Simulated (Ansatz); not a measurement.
LiF: what symmetry allows forces and stress to be

```
Li F
1.0
     3.14313    0.08512    0.00000
    -1.49784    2.76458    0.00000
     0.00000    0.00000    4.72512
Li F
2 2
Direct
  0.33305 0.66695 0.39256
  0.66695 0.33305 0.89256
  0.33983 0.66017 0.98244
  0.66017 0.33983 0.48244
```

Theory: DFT PBEsol, scalar-relativistic, plane waves, PAW in Ansatz.

Settings: cutoff 420 eV, Γ-centred mesh 9×9×6 on the computed 4-atom cell, Gaussian smearing of 0.02 eV; no spin polarisation.

This distorted cell has space group Cmc2_1, with 4 operations.

**Question.** Without a calculation: in which directions can each atom feel a force?

**Answer.** A force must be left unchanged by every operation that keeps its atom in place, so it lies in the space that those operations leave fixed. Atoms that the group maps onto each other feel forces of one size.
```csv
atom,site symmetry,operations at the site,equivalent to atom,allowed force (Cartesian)
Li1,m..,2,1,"in the plane normal to (0.50, 0.87, 0.00)"
Li2,m..,2,1,"in the plane normal to (0.50, 0.87, 0.00)"
F3,m..,2,3,"in the plane normal to (0.50, 0.87, 0.00)"
F4,m..,2,3,"in the plane normal to (0.50, 0.87, 0.00)"
```

That leaves 4 independent force components of 12, tied by 1 condition that the forces sum to zero, so 3 remain. A relaxation in this cell that keeps the symmetry moves the atoms in these directions alone.

**Question.** And the stress tensor?

**Answer.** It must be invariant under the point group, which leaves 3 independent components: yz, xz vanish. Further linear relations between components hold in this frame.

**Question.** Do the computed values obey this?

**Answer.** Yes. Forces (eV/Å):
```
Li1 -0.242  0.140 -0.102
Li2  0.242 -0.140 -0.102
F3  -0.313  0.181  0.102
F4   0.313 -0.181  0.102
```

Stress (GPa, compression positive, xx yy zz yz xz xy): -0.48 -3.51 -2.21 0.00 0.00 -2.62. The program imposes the same operations on density, forces and stress, so this confirms the analysis and is no independent test of the calculation.

This wurtzite form isn't the usual stable structure of the compound.